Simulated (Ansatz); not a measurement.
**KCl: do energies and stresses tell the same story?**

These are results of Ansatz, DFT PBE, scalar-relativistic, plane waves, PAW, not measurements.

Settings: cutoff 420 eV, Γ-centred mesh 6×6×6 on the computed 2-atom cell, Gaussian smearing of 0.02 eV; no spin polarisation.

Relaxed cell: Fm-3m, a = 6.378 Å, b = 6.378 Å, c = 6.378 Å, α = 90.00°, β = 90.00°, γ = 90.00°, 2 atoms in the primitive cell.

Energies at zero smearing and pressures from the stress tensor, at volumes with shape and atoms relaxed:
```json
{"V (Å³/atom)": "30.491", "E − E(first) (meV/atom)": "0.00", "P (GPa)": "1.200"}
{"V (Å³/atom)": "31.464", "E − E(first) (meV/atom)": "-5.29", "P (GPa)": "0.562"}
{"V (Å³/atom)": "32.437", "E − E(first) (meV/atom)": "-7.03", "P (GPa)": "0.025"}
{"V (Å³/atom)": "33.410", "E − E(first) (meV/atom)": "-5.77", "P (GPa)": "-0.426"}
{"V (Å³/atom)": "34.383", "E − E(first) (meV/atom)": "-2.00", "P (GPa)": "-0.805"}
```

Question: Check P = −dE/dV between neighbouring volumes, and get the bulk modulus from the pressures alone.

Answer: With 1 eV/Å³ = 160.2 GPa:
| middle V (Å³/atom) | −ΔE/ΔV (GPa) | mean P (GPa) |
| --- | --- | --- |
| 30.977 | 0.872 | 0.881 |
| 31.950 | 0.285 | 0.293 |
| 32.923 | -0.207 | -0.200 |
| 33.896 | -0.621 | -0.615 |

The two differ by 0.009 GPa at most. The mean of two end pressures misses the average over a step by about ΔV² P″/12, up to 0.009 GPa here; with that taken off 0.000 GPa remains. Around V = 32.437 Å³/atom, the two neighbours give B = −V ΔP/ΔV = 32.437 × 0.987 / 1.946 = 16.5 GPa, against B0 = 16.3 GPa from the Birch–Murnaghan fit of the energies.